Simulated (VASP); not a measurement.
# BaS (Fm-3m) in VASP: further runs

Runs on BaS. Level: PBE. Tasks: relaxation of cell and atoms.

Everything below comes from runs of VASP 6.6.1. Logs are shortened: lines on timing, memory, paths and dates and some standing lists are left out, and cuts for length are marked.

**1. Starting point**

Symmetry: Fm-3m, No. 225, cubic system. Conventional cell: a = 6.388 Å, b = 6.388 Å, c = 6.388 Å, α = 90.00°, β = 90.00°, γ = 90.00°. Ba (site symmetry m-3m) has 6 S at 3.19 Å as nearest neighbours. Around S (site symmetry m-3m) lie 6 Ba at 3.19 Å.

**2. Relaxation of cell and atoms, PBE**

File INCAR:

```
ALGO = Fast
EDIFF = 1E-6
EDIFFG = -0.005
ENCUT = 600
GGA = PE
IBRION = 2
ISIF = 3
ISMEAR = -1
LASPH = True
LCHARG = False
LREAL = False
LWAVE = False
NELM = 80
NSW = 60
PREC = Accurate
SIGMA = 0.05
```

File KPOINTS:

```
k-points
0
Gamma
  7 7 7
```

File POSCAR:

```
BaS
1.0
    0.0000000000      3.1937500000      3.1937500000
    3.1937500000      0.0000000000      3.1937500000
    3.1937500000      3.1937500000      0.0000000000
Ba S
1 1
Direct
    0.0000000000      0.0000000000      0.0000000000
    0.5000000000      0.5000000000      0.5000000000
```

Potentials or basis: VASP PAW PBE potentials, release 64 (Ba_sv, S).

Started as:

```
> cat potpaw_PBE.64/Ba_sv/POTCAR potpaw_PBE.64/S/POTCAR > POTCAR
> mpirun -np 1 vasp_std > vasp.out
```

OUTCAR:

```text
EDIFF = 1E-6
   EDIFFG = -0.005
   ENCUT = 600
   GGA = PE
   IBRION = 2
   ISIF = 3
   ISMEAR = -1
   LASPH = True
   LREAL = False
   NELM = 80
   NSW = 60
   PREC = Accurate

 ion  position               nearest neighbor table
   1  0.000  0.000  0.000-   2 3.19   2 3.19   2 3.19   2 3.19   2 3.19   2 3.19
   2  0.500  0.500  0.500-   1 3.19   1 3.19   1 3.19   1 3.19   1 3.19   1 3.19

  LATTYP: Found a face centered cubic cell.
 ALAT       =     6.3875000000

  Lattice vectors:

 A1 = (   0.0000000000,   3.1937500000,   3.1937500000)
 A2 = (   3.1937500000,   0.0000000000,   3.1937500000)
 A3 = (   3.1937500000,   3.1937500000,   0.0000000000)

Analysis of symmetry for initial positions (statically):
=====================================================================
 Subroutine PRICEL returns:
 Original cell was already a primitive cell.

 Routine SETGRP: Setting up the symmetry group for a
 face centered cubic supercell.

 Subroutine GETGRP returns: Found 48 space group operations
 (whereof 48 operations were pure point group operations)
 out of a pool of 48 trial point group operations.

The static configuration has the point symmetry O_h .

Analysis of symmetry for dynamics (positions and initial velocities):
=====================================================================
 Subroutine PRICEL returns:
 Original cell was already a primitive cell.

 Routine SETGRP: Setting up the symmetry group for a
 face centered cubic supercell.

 Subroutine GETGRP returns: Found 48 space group operations
 (whereof 48 operations were pure point group operations)
 out of a pool of 48 trial point group operations.

The dynamic configuration has the point symmetry O_h .

 Subroutine INISYM returns: Found 48 space group operations
 (whereof 48 operations are pure point group operations),
 and found     1 'primitive' translations

----------------------------------------------------------------------------------------

                                     Primitive cell

  volume of cell :      65.1527

  direct lattice vectors                    reciprocal lattice vectors
     0.000000000  3.193750000  3.193750000    -0.156555773  0.156555773  0.156555773
     3.193750000  0.000000000  3.193750000     0.156555773 -0.156555773  0.156555773
     3.193750000  3.193750000  0.000000000     0.156555773  0.156555773 -0.156555773

  length of vectors
     4.516644565  4.516644565  4.516644565     0.271162553  0.271162553  0.271162553

  position of ions in fractional coordinates (direct lattice)
     0.000000000  0.000000000  0.000000000
     0.500000000  0.500000000  0.500000000

  ion indices of the primitive-cell ions
   primitive index   ion index
                 1           1
                 2           2

----------------------------------------------------------------------------------------

 KPOINTS: k-points

Automatic generation of k-mesh.
 Grid dimensions read from file:
 generate k-points for:    7    7    7

 Generating k-lattice:

  Cartesian coordinates                     Fractional coordinates (reciprocal lattice)
    -0.022365110  0.022365110  0.022365110     0.142857143  0.000000000  0.000000000
     0.022365110 -0.022365110  0.022365110     0.000000000  0.142857143  0.000000000
     0.022365110  0.022365110 -0.022365110     0.000000000  0.000000000  0.142857143

  Length of vectors
     0.038737508  0.038737508  0.038737508

  Shift w.r.t. Gamma in fractional coordinates (k-lattice)
     0.000000000  0.000000000  0.000000000

 Subroutine IBZKPT returns following result:
 ===========================================

 Found     20 irreducible k-points:

 Following reciprocal coordinates:
            Coordinates               Weight
  0.000000  0.000000  0.000000      1.000000
  0.142857  0.000000  0.000000      8.000000
  0.285714  0.000000  0.000000      8.000000
  0.428571  0.000000  0.000000      8.000000
  0.142857  0.142857  0.000000      6.000000
  0.285714  0.142857  0.000000     24.000000
[... 12 lines left out ...]
 -0.428571  0.428571  0.142857     24.000000
 -0.285714  0.428571  0.142857     24.000000
   k-points           NKPTS =     20   k-points in BZ     NKDIM =     20   number of bands    NBANDS=     12
   number of dos      NEDOS =    301   number of ions     NIONS =      2
   total plane-waves  NPLWV =  46656
   dimension x,y,z NGX =    36 NGY =   36 NGZ =   36
   dimension x,y,z NGXF=    72 NGYF=   72 NGZF=   72
   ions per type =               1   1
   NGX,Y,Z   is equivalent  to a cutoff of  13.25, 13.25, 13.25 a.u.
   NGXF,Y,Z  is equivalent  to a cutoff of  26.50, 26.50, 26.50 a.u.
 SYSTEM =  unknown system
   PREC   = accura    normal or accurate (medium, high low for compatibility)
   ISTART =      0    job   : 0-new  1-cont  2-samecut
   ICHARG =      2    charge: 1-file 2-atom 10-const
   ISPIN  =      1    spin polarized calculation?
   LNONCOLLINEAR =      F non collinear calculations
   LSORBIT =      F    spin-orbit coupling
   LASPH  =      T    aspherical Exc in radial PAW
   ENCUT  =  600.0 eV  44.10 Ry    6.64 a.u.   9.02  9.02  9.02*2*pi/ulx,y,z
   NELM   =     80;   NELMIN=  2; NELMDL= -5     # of ELM steps
   EDIFF  = 0.1E-05   stopping-criterion for ELM
   LREAL  =      F    real-space projection
   EDIFFG = -.5E-02   stopping-criterion for IOM
   NSW    =     60    number of steps for IOM
   IBRION =      2    ionic relax: 0-MD 1-quasi-New 2-CG
   NFREE  =      1    steps in history (QN), initial steepest desc. (CG)
   ISIF   =      3    stress and relaxation
   ISYM   =      2    0-nonsym 1-usesym 2-fastsym
   POTIM  = 0.5000    time-step for ionic-motion
   TEBEG  =    0.0;   TEEND  =   0.0 temperature during run
   PSTRESS=    0.0 pullay stress
   NELECT =      16.0000    total number of electrons
   NUPDOWN=      -1.0000    fix difference up-down
   EMIN   =  10.00;   EMAX   =-10.00  energy-range for DOS
   EFERMI =   0.00;   METHOD = LEGACY
   ISMEAR =    -1;   SIGMA  =   0.05  broadening in eV -4-tet -1-fermi 0-gaus
   EFERMI_NEDOS =   21; number of points for ismear=-14 and -15
   IALGO  =     68    algorithm
   IMIX   =      4    mixing-type and parameters
     AMIX     =   0.40;   BMIX     =  1.00
     AMIX_MAG =   1.60;   BMIX_MAG =  1.00
  volume/ion in A,a.u.               =      32.58       219.84
  Fermi-wavevector in a.u.,A,eV,Ry     =   1.025189  1.937326 14.299891  1.051012
  Thomas-Fermi vector in A             =   2.159016
   LORBIT       =      0    0 simple, 1 ext, 2 COOP (PROOUT), +10 PAW based schemes
   GGA     = PE    functional components
   LHFCALC =     F    Hartree Fock is set to
   AEXX    =    0.0000 exact exchange contribution
   IVDW    =     0    specifies the selected vdW correction
   LEPSILON=     F    determine dielectric tensor
   LRPA    =     F    only Hartree local field effects (RPA)
 conjugate gradient relaxation of ions
 non-spin polarized calculation
 RMM-DIIS sequential band-by-band and
  energy-cutoff  :      600.00
  volume of cell :       65.15
 maximum number of plane-waves:      2186
   NGX = 17   NGY = 17   NGZ = 17

--------------------------------------- Ionic step        1  -------------------------------------------

 number of electron      16.0000001 magnetization

 Free energy of the ion-electron system (eV)
  ---------------------------------------------------
  ext. energy  EPLUGINS =         0.00000000
  ---------------------------------------------------
  free energy    TOTEN  =       -10.18518592 eV

  energy without entropy =      -10.18518592  energy(sigma->0) =      -10.18518592

------------------------ aborting loop because EDIFF is reached ----------------------------------------

  FORCE on cell =-STRESS in cart. coord.  units (eV):
  Direction    XX          YY          ZZ          XY          YZ          ZX
  --------------------------------------------------------------------------------------
  -------------------------------------------------------------------------------------
  Total        0.5849727      0.5849727      0.5849727      0.0000000      0.0000000     -0.0000000
  in kB       14.3851176     14.3851176     14.3851176      0.0000000      0.0000000     -0.0000000
  external PRESSURE =      14.3851176 kB  Pullay stress =       0.0000000 kB

 VOLUME and BASIS-vectors are now :
 -----------------------------------------------------------------------------
  energy-cutoff  :      600.00
  volume of cell :       65.15
      direct lattice vectors                 reciprocal lattice vectors
     0.000000000  3.193750000  3.193750000    -0.156555773  0.156555773  0.156555773
     3.193750000  0.000000000  3.193750000     0.156555773 -0.156555773  0.156555773
     3.193750000  3.193750000  0.000000000     0.156555773  0.156555773 -0.156555773

 POSITION                                       TOTAL-FORCE (eV/Angst)
 -----------------------------------------------------------------------------------
      0.00000      0.00000      0.00000         0.000000      0.000000      0.000000
      3.19375      3.19375      3.19375         0.000000      0.000000     -0.000000
 -----------------------------------------------------------------------------------
    total drift:                                0.000000      0.000000      0.000000

  FREE ENERGIE OF THE ION-ELECTRON SYSTEM (eV)
  ---------------------------------------------------
  free  energy   TOTEN  =       -10.1851859242 eV
[... 17 lines left out ...]
 VOLUME and BASIS-vectors are now :
 -----------------------------------------------------------------------------
  energy-cutoff  :      600.00
  volume of cell :       67.95
      direct lattice vectors                 reciprocal lattice vectors
     0.000000000  3.238814826  3.238814826    -0.154377458  0.154377458  0.154377458
     3.238814826  0.000000000  3.238814826     0.154377458 -0.154377458  0.154377458
     3.238814826  3.238814826 -0.000000000     0.154377458  0.154377458 -0.154377458

 POSITION                                       TOTAL-FORCE (eV/Angst)
 -----------------------------------------------------------------------------------
      3.23881      3.23881     -0.00000         0.000000      0.000000     -0.000000
      3.23881      3.23881      3.23881         0.000000      0.000000      0.000000
 -----------------------------------------------------------------------------------
    total drift:                                0.000000      0.000000      0.000000

  FREE ENERGIE OF THE ION-ELECTRON SYSTEM (eV)
  ---------------------------------------------------
  free  energy   TOTEN  =       -10.1937133016 eV

  energy  without entropy=      -10.1937133015  energy(sigma->0) =      -10.19371330

--------------------------------------- Ionic step        3  -------------------------------------------

 number of electron      16.0000001 magnetization

 Free energy of the ion-electron system (eV)
  ---------------------------------------------------
  ext. energy  EPLUGINS =         0.00000000
  ---------------------------------------------------
  free energy    TOTEN  =       -10.19452386 eV

  energy without entropy =      -10.19452386  energy(sigma->0) =      -10.19452386

 E-fermi :   2.3376     XC(G=0):  -8.4922

 val. band max:        1.2899691042   @ k =   0.0000   0.0000   0.0000
 cond. band min:       3.5062496421   @ k =   0.4286   0.4286   0.0000
 fundamental gap:      2.2162805380
 Fermi energy:         2.3376204102

 k-point     1 :       0.0000    0.0000    0.0000
  band No.  band energies     occupation
      1     -24.8896      2.00000
      2      -9.9492      2.00000
      3      -9.9492      2.00000
      4      -9.9492      2.00000
      5      -9.0211      2.00000
      6       1.2900      2.00000
      7       1.2900      2.00000
      8       1.2900      2.00000
      9       4.7346      0.00000
     10       5.1515      0.00000
     11       5.1515      0.00000
     12       5.1515      0.00000

 k-point     2 :       0.1429    0.0000    0.0000
  band No.  band energies     occupation
      1     -24.8825      2.00000
      2     -10.2501      2.00000
      3      -9.9560      2.00000
      4      -9.9560      2.00000
      5      -8.7029      2.00000
      6       0.7956      2.00000
      7       1.0415      2.00000
      8       1.0415      2.00000
      9       5.1400      0.00000
     10       5.4430      0.00000
     11       5.4430      0.00000
     12       5.4957      0.00000
[... 281 lines left out ...]
 VOLUME and BASIS-vectors are now :
 -----------------------------------------------------------------------------
  energy-cutoff  :      600.00
  volume of cell :       67.29
      direct lattice vectors                 reciprocal lattice vectors
     0.000000000  3.228333665  3.228333665    -0.154878662  0.154878662  0.154878662
     3.228333665  0.000000000  3.228333665     0.154878662 -0.154878662  0.154878662
     3.228333665  3.228333665 -0.000000000     0.154878662  0.154878662 -0.154878662

 POSITION                                       TOTAL-FORCE (eV/Angst)
 -----------------------------------------------------------------------------------
      0.00000      0.00000      0.00000        -0.000000     -0.000000     -0.000000
      3.22833      3.22833      3.22833         0.000000      0.000000      0.000000
 -----------------------------------------------------------------------------------
    total drift:                                0.000000      0.000000      0.000000

  FREE ENERGIE OF THE ION-ELECTRON SYSTEM (eV)
  ---------------------------------------------------
  free  energy   TOTEN  =       -10.1945238634 eV

  energy  without entropy=      -10.1945238634  energy(sigma->0) =      -10.19452386

 reached required accuracy - stopping structural energy minimisation
```

Run time: 23 s. Hardware: 1 thread of Intel Xeon 6975P-C (Granite Rapids), shared host; peak memory 0.21 GiB.

What came out:

| Quantity | Value |
| --- | --- |
| Free energy | -10.1945 eV |
| Relaxed volume | 33.65 Å³/atom |
| Relaxed cell | a = 4.566 Å, b = 4.566 Å, c = 4.566 Å, α = 60.00°, β = 60.00°, γ = 60.00° |
| Space group after relaxing (to 0.05 Å) | Fm-3m (No. 225) |
| Energy gained by relaxing | 4.7 meV/atom |
| Ionic steps | 3 |
| Pressure after relaxing | 0.0 GPa |
| Band gap on the k mesh | 2.22 eV, indirect (least direct gap 2.38 eV) |

The path:
```
step  energy change (eV)  largest force (eV/Å)  pressure (GPa)  volume (Å³)
   1              0.0000                0.0000            1.44        65.15
   2             -0.0085                0.0000           -0.39        67.95
   3             -0.0093                0.0000            0.00        67.29
```

Final structure:
```
Ba S
1.0
     0.00000    3.22833    3.22833
     3.22833    0.00000    3.22833
     3.22833    3.22833    0.00000
Ba S
1 1
Direct
  0.00000 0.00000 0.00000
  0.50000 0.50000 0.50000
```

Caveat: spin-orbit coupling is left out, which moves the levels of the heavy elements; an odd mesh through Γ misses points on the zone boundary, where band edges often lie.

**3. Relaxation of cell and atoms, PBE**

File INCAR:

```
ALGO = Normal
EDIFF = 1E-6
EDIFFG = -0.01
ENCUT = 680
GGA = PE
IBRION = 2
ISIF = 3
ISMEAR = -1
LASPH = T
LCHARG = F
LREAL = F
LWAVE = F
NELM = 80
NSW = 40
PREC = Accurate
SIGMA = 0.05
```

KPOINTS is that of step 2.

POSCAR is that of step 2.

Potentials or basis: VASP PAW PBE potentials, release 64 (Ba_sv_GW, S_GW).

Started as:

```
> cat potpaw_PBE.64/Ba_sv_GW/POTCAR potpaw_PBE.64/S_GW/POTCAR > POTCAR
> mpirun -np 1 vasp_std > vasp.out
```

Wall time 36 s (1 thread of Intel Xeon 6975P-C (Granite Rapids), shared host); peak memory 0.26 GiB.

The run converged. Its results:

- Free energy: -11.6138 eV
- Relaxed volume: 33.19 Å³/atom
- Relaxed cell: a = 4.545 Å, b = 4.545 Å, c = 4.545 Å, α = 60.00°, β = 60.00°, γ = 60.00°
- Space group after relaxing (to 0.05 Å): Fm-3m (No. 225)
- Energy gained by relaxing: 1.5 meV/atom
- Ionic steps: 3
- Pressure after relaxing: 0.0 GPa
- Band gap on the k mesh: 2.29 eV, indirect (least direct gap 2.41 eV)

Step by step:
```tsv
step	energy change (eV)	largest force (eV/Å)	pressure (GPa)	volume (Å³)
1	0.0000	0.0000	0.81	65.15
2	-0.0028	0.0000	-0.22	66.72
3	-0.0030	0.0000	0.01	66.37
```

Final structure:
```
Ba S
1.0
     0.00000    3.21355    3.21355
     3.21355    0.00000    3.21355
     3.21355    3.21355    0.00000
Ba S
1 1
Cartesian
  0.0000 0.0000 0.0000
  3.2135 3.2135 3.2135
```

Levels at points of the mesh, in eV from the valence-band top:
| k point | band 4 | band 5 | band 6 | band 7 | band 8 | band 9 | band 10 | band 11 | band 12 |
| --- | --- | --- | --- | --- | --- | --- | --- | --- | --- |
| (0.00, 0.00, 0.00) | -11.07 | -10.27 | 0.00 | 0.00 | 0.00 | 3.59 | 3.96 | 3.96 | 3.96 |

Caveat: spin-orbit coupling is left out, which moves the levels of the heavy elements; an odd mesh through Γ misses points on the zone boundary, where band edges often lie. Zero-point motion and thermal expansion aren't in these numbers.

**4. The reference run**

An earlier run on the cell as given: functional PBEsol; potentials or basis VASP PAW PBE potentials, release 64 (Ba_sv, S); cutoff 520 eV; k mesh 7 × 7 × 7; occupations fermi-dirac, width 0.05 eV; no spin polarisation.

- Pressure: -0.5 GPa
- Band gap on the k mesh: 2.04 eV, indirect (least direct gap 2.19 eV)

**5. Summary**

```csv
task,level,potentials or basis,cell,cutoff (eV),ladder,gap on the mesh (eV),pressure (GPa),relaxed volume (Å³/atom)
relaxation of cell and atoms,PBE,"VASP PAW PBE potentials, release 64 (Ba_sv, S)",relaxed,600,-,2.22,0.0,33.65
relaxation of cell and atoms,PBE,"VASP PAW PBE potentials, release 64 (Ba_sv_GW, S_GW)",relaxed,680,-,2.29,0.0,33.19
single point,PBEsol,"VASP PAW PBE potentials, release 64 (Ba_sv, S)",as given,520,free,2.04,-0.5,-
```

Alike in all rows: no spin polarisation; k mesh 7 × 7 × 7; smearing fermi-dirac 0.05 eV.

Caveats: spin-orbit coupling is left out, which moves the levels of the heavy elements; an odd mesh through Γ misses points on the zone boundary, where band edges often lie; the PAW data sets were made with another functional, which shifts forces and pressure a little (some runs).

Total energies depend on the potentials used, so only differences within one code and one set of settings carry meaning.
